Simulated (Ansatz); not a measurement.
**Sn under changes of volume**

One of the cells (33.803 Å³/atom); the others are scaled copies at fixed shape and fractional positions:

```xyz
2
Lattice="0.0000 3.2333 3.2333 3.2333 0.0000 3.2333 3.2333 3.2333 0.0000" Properties=species:S:1:pos:R:3 pbc="T T T"
Sn    4.8500    4.8500    4.8500
Sn    3.2333    3.2333    3.2333
```

This isn't the form of Sn at room conditions, which is tetragonal (white tin).

| Quantity | Value |
| --- | --- |
| Program | Ansatz 0.2.0 |
| Functional | PBEsol |
| Potentials or basis | all-electron LAPW, scalar-relativistic |
| Cutoff | 277 eV (chosen from the basis error) |
| Basis error allowed | 0.0005 eV/atom |
| k mesh | 7 × 7 × 7 |
| Occupations | fermi-dirac, width 0.05 eV |
| Spin | no spin polarisation |

```csv
volume (Å³/atom),energy over the lowest point (meV/atom),pressure (GPa)
31.775,45.58,5.1
32.451,27.07,3.8
33.127,13.78,2.6
33.803,?,?
34.479,0.72,0.6
35.155,0.00,-0.2
35.831,2.55,-0.9
```

Q: What does the run at 33.803 Å³/atom give?

A: Energy over the lowest point 5.16 meV/atom; pressure 1.5 GPa.

Worked out: A Birch-Murnaghan fit of order 3 (a polynomial in V^(-2/3)) to the other rows has its minimum at 34.96 Å³/atom with B0 = V·E''(V) = 42 GPa and B' = 4.9. It gives 5.18 meV/atom at 33.803 Å³/atom, against the run's 5.16, and -dE/dV = 1.5 GPa, against 1.5.

Energies are extrapolated to zero smearing.
